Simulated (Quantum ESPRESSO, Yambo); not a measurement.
Planning a run of Yambo 5.3.0 on Sb (buckled honeycomb monolayer). The input:

```
HF_and_locXC
gw0
dyson
ppa
em1d
rim_cut
rim_w
RandQpts= 3000000
RandGvec= 100 RL
CUTGeo= "slab z"
RandGvecW= 9 RL
EXXRLvcs= 88 Ry
VXCRLvcs= 352 Ry
Chimod= "HARTREE"
% BndsRnXp
 1 | 120 |
%
NGsBlkXp= 8 Ry
% LongDrXp
 1 | 1 | 0 |
%
% GbndRnge
 1 | 120 |
%
DysSolver= "n"
ExtendOut
PPAPntXp= 27.21138 eV
% QPkrange
 1 | 7 | 19 | 27 |
%
GfnQPdb= "E < ./gw5_fix/ndb.QP"
XfnQPdb= "E < ./gw5_fix/ndb.QP"
```

```sh
OMP_NUM_THREADS=1 mpirun -n 4 yambo -F gw6.in -J gw6 -C gw6 > gw6.log
```

The stored states that it reads are on a 6×6×1 mesh. The cell holds 2 atoms: 2 Sb. Cell: a = 4.127 Å, b = 4.127 Å, c = 14.000 Å, α = 90.0°, β = 90.0°, γ = 120.0°. Vacuum lies along c.

How long will it take on 4 MPI ranks of Arm Neoverse V1, shared host, and how much memory?

It took 19 min; on shared hardware allow 9.6 min to 39 min. Peak host memory was 4.3 GiB.

The screening grows as filled bands × empty bands × pairs of k points, times the square of the screening basis for the matrix.

[Paths, hosts, dates, memory and timing lines, banners, echoed tables and standing remarks are left out of the program output.]

[Logs are printed without paths, hosts, clocks, repeated set-up lines and the standing remarks that a program may print on its own settings, such as how far it seeks lower states.]

[Runs of the session that timed out or met a known fault of the program may be left out.]

[Hosts, paths, dates, database ids (printed as entryN), source tags and the programs' standing remarks are cut or masked in the printed files.]
